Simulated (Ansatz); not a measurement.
**AlCu3: a frozen normal mode**

Aim: for AlCu3, trace the energy along mode 10.

Method: DFT PBEsol, scalar-relativistic, plane waves, PAW, in Ansatz 0.2.0.

1 further run of the same task is left out (set aside as unsound or not needed).

**1. Starting point**

The structure is cubic, space group Fm-3m (No. 225). The conventional cell has a = 5.767 Å, b = 5.767 Å, c = 5.767 Å, α = 90.00°, β = 90.00°, γ = 90.00°. Al (site symmetry m-3m) is surrounded by 8 Cu at 2.50 Å. Cu (site symmetry m-3m) has 8 Cu at 2.50 Å as nearest neighbours. Cu (site symmetry -43m) is surrounded by 4 Al at 2.50 Å and 4 Cu at 2.50 Å.

Coordinates:

```xyz
4
Lattice="0.0000 2.8835 2.8835 2.8835 0.0000 2.8835 2.8835 2.8835 0.0000" Properties=species:S:1:pos:R:3 pbc="T T T"
Al    0.0000    0.0000    0.0000
Cu    2.8835    2.8835    2.8835
Cu    1.4417    1.4417    1.4417
Cu    4.3252    4.3252    4.3252
```

It goes back to an entry of the Materials Project, which need not be the stable form.

It is the result of an earlier relaxation at this level (volume 11.99 Å³/atom; gap on the mesh: none (metal)).

**2. Zero of energy**

The reference gives a free energy of -20291.5830 eV, pressure 0.05 GPa, largest force 0.000 eV/Å and gap on the mesh none (metal). It was computed beforehand with the settings of the runs below.

**3. Setting up a frozen normal mode**

Mode 10 of the phonon run on this cell, counted from the lowest, is frozen in: each atom moves by x times its row below, so x is the largest displacement.

```
atom      ux     uy     uz
 Al1   1.000  0.000  0.000
 Cu2   0.063  0.000  0.000
 Cu3  -0.244  0.000  0.000
 Cu4  -0.244  0.000  0.000
```

**4. x = -0.200 Å**

Contents of input.yaml:

```yaml
crystal:
  lattice:
    - [0.0, 2.883470478, 2.883470478]
    - [2.883470478, 0.0, 2.883470478]
    - [2.883470478, 2.883470478, 0.0]
  atoms:
    - { symbol: Al, position: [0.0346804314, -0.0346804314, -0.0346804314] }
    - { symbol: Cu, position: [0.5021787612, 0.4978212388, 0.4978212388] }
    - { symbol: Cu, position: [0.2415479893, 0.2584520107, 0.2584520107] }
    - { symbol: Cu, position: [0.7415479893, 0.7584520107, 0.7584520107] }
basis:
  ecutwfc: 420
kpoints:
  mp_grid: { grid: [14, 14, 14] }
hamiltonian:
  xc: pbesol
scf:
  occupations: { method: gaussian, width: 0.15 }
output:
  forces: true
  stress: true
  eigenvalues: true
```

Launch:

```bash
> ansatz run input.yaml --threads 2 --pin off --max-ram 5120MiB --backend cpu --events-out ev --progress --plain --runs-dir out
```

**5. x = 0.150 Å**

Contents of input.yaml:

```yaml
crystal:
  lattice:
    - [0.0, 2.883470478, 2.883470478]
    - [2.883470478, 0.0, 2.883470478]
    - [2.883470478, 2.883470478, 0.0]
  atoms:
    - { symbol: Al, position: [-0.0260103235, 0.0260103235, 0.0260103235] }
    - { symbol: Cu, position: [0.4983659291, 0.5016340709, 0.5016340709] }
    - { symbol: Cu, position: [0.2563390081, 0.2436609919, 0.2436609919] }
    - { symbol: Cu, position: [0.7563390081, 0.7436609919, 0.7436609919] }
basis:
  ecutwfc: 420
kpoints:
  mp_grid: { grid: [14, 14, 14] }
hamiltonian:
  xc: pbesol
scf:
  occupations: { method: gaussian, width: 0.15 }
output:
  forces: true
  stress: true
  eigenvalues: true
```

**6. At x = -0.100 Å**

Contents of input.yaml:

```yaml
crystal:
  lattice:
    - [0.0, 2.883470478, 2.883470478]
    - [2.883470478, 0.0, 2.883470478]
    - [2.883470478, 2.883470478, 0.0]
  atoms:
    - { symbol: Al, position: [0.0173402157, -0.0173402157, -0.0173402157] }
    - { symbol: Cu, position: [0.5010893806, 0.4989106194, 0.4989106194] }
    - { symbol: Cu, position: [0.2457739946, 0.2542260054, 0.2542260054] }
    - { symbol: Cu, position: [0.7457739946, 0.7542260054, 0.7542260054] }
basis:
  ecutwfc: 420
kpoints:
  mp_grid: { grid: [14, 14, 14] }
hamiltonian:
  xc: pbesol
scf:
  occupations: { method: gaussian, width: 0.15 }
output:
  forces: true
  stress: true
  eigenvalues: true
  write_density: true
  write_potential: true
  elf: true
  volumetric_format: npy
```

**7. x = 0.050 Å**

Contents of input.yaml:

```yaml
crystal:
  lattice:
    - [0.0, 2.883470478, 2.883470478]
    - [2.883470478, 0.0, 2.883470478]
    - [2.883470478, 2.883470478, 0.0]
  atoms:
    - { symbol: Al, position: [-0.0086701078, 0.0086701078, 0.0086701078] }
    - { symbol: Cu, position: [0.4994553097, 0.5005446903, 0.5005446903] }
    - { symbol: Cu, position: [0.2521130027, 0.2478869973, 0.2478869973] }
    - { symbol: Cu, position: [0.7521130027, 0.7478869973, 0.7478869973] }
basis:
  ecutwfc: 420
kpoints:
  mp_grid: { grid: [14, 14, 14] }
hamiltonian:
  xc: pbesol
scf:
  occupations: { method: gaussian, width: 0.15 }
output:
  forces: true
  stress: true
  eigenvalues: true
  write_density: true
  write_potential: true
  elf: true
  volumetric_format: npy
```

**8. x = 0.175 Å**

Contents of input.yaml:

```yaml
crystal:
  lattice:
    - [0.0, 2.883470478, 2.883470478]
    - [2.883470478, 0.0, 2.883470478]
    - [2.883470478, 2.883470478, 0.0]
  atoms:
    - { symbol: Al, position: [-0.0303453774, 0.0303453774, 0.0303453774] }
    - { symbol: Cu, position: [0.498093584, 0.501906416, 0.501906416] }
    - { symbol: Cu, position: [0.2573955094, 0.2426044906, 0.2426044906] }
    - { symbol: Cu, position: [0.7573955094, 0.7426044906, 0.7426044906] }
basis:
  ecutwfc: 420
kpoints:
  mp_grid: { grid: [14, 14, 14] }
hamiltonian:
  xc: pbesol
scf:
  occupations: { method: gaussian, width: 0.15 }
output:
  forces: true
  stress: true
  eigenvalues: true
```

**9. Point x = 0.125 Å**

Contents of input.yaml:

```yaml
crystal:
  lattice:
    - [0.0, 2.883470478, 2.883470478]
    - [2.883470478, 0.0, 2.883470478]
    - [2.883470478, 2.883470478, 0.0]
  atoms:
    - { symbol: Al, position: [-0.0216752696, 0.0216752696, 0.0216752696] }
    - { symbol: Cu, position: [0.4986382743, 0.5013617257, 0.5013617257] }
    - { symbol: Cu, position: [0.2552825067, 0.2447174933, 0.2447174933] }
    - { symbol: Cu, position: [0.7552825067, 0.7447174933, 0.7447174933] }
basis:
  ecutwfc: 420
kpoints:
  mp_grid: { grid: [14, 14, 14] }
hamiltonian:
  xc: pbesol
scf:
  occupations: { method: gaussian, width: 0.15 }
output:
  forces: true
  stress: true
  eigenvalues: true
  write_density: true
  write_potential: true
  elf: true
  volumetric_format: npy
```

**10. Point x = 0.075 Å**

Contents of input.yaml:

```yaml
crystal:
  lattice:
    - [0.0, 2.883470478, 2.883470478]
    - [2.883470478, 0.0, 2.883470478]
    - [2.883470478, 2.883470478, 0.0]
  atoms:
    - { symbol: Al, position: [-0.0130051618, 0.0130051618, 0.0130051618] }
    - { symbol: Cu, position: [0.4991829646, 0.5008170354, 0.5008170354] }
    - { symbol: Cu, position: [0.253169504, 0.246830496, 0.246830496] }
    - { symbol: Cu, position: [0.753169504, 0.746830496, 0.746830496] }
basis:
  ecutwfc: 420
kpoints:
  mp_grid: { grid: [14, 14, 14] }
hamiltonian:
  xc: pbesol
scf:
  occupations: { method: gaussian, width: 0.15 }
output:
  forces: true
  stress: true
  eigenvalues: true
```

**11. x = 0.025 Å**

Contents of input.yaml:

```yaml
crystal:
  lattice:
    - [0.0, 2.883470478, 2.883470478]
    - [2.883470478, 0.0, 2.883470478]
    - [2.883470478, 2.883470478, 0.0]
  atoms:
    - { symbol: Al, position: [-0.0043350539, 0.0043350539, 0.0043350539] }
    - { symbol: Cu, position: [0.4997276549, 0.5002723451, 0.5002723451] }
    - { symbol: Cu, position: [0.2510565013, 0.2489434987, 0.2489434987] }
    - { symbol: Cu, position: [0.7510565013, 0.7489434987, 0.7489434987] }
basis:
  ecutwfc: 420
kpoints:
  mp_grid: { grid: [14, 14, 14] }
hamiltonian:
  xc: pbesol
scf:
  occupations: { method: gaussian, width: 0.15 }
output:
  forces: true
  stress: true
  eigenvalues: true
  write_density: true
  write_potential: true
  elf: true
  volumetric_format: npy
```

(Steps that only read results are left out.)

What does the calculation give? Wanted: harmonic wavenumber of the mode.

**Answer**, as computed:

```
                                          quantity     value
                   harmonic wavenumber of the mode  297 cm⁻¹
the same from the force at an amplitude of 0.025 Å  297 cm⁻¹
```

What this shows: The force at the smallest amplitude gives 297 cm⁻¹ against 297 cm⁻¹ from the phonon run, so the curve is close to a parabola there. The undisturbed cell stays the lowest of the sampled points.
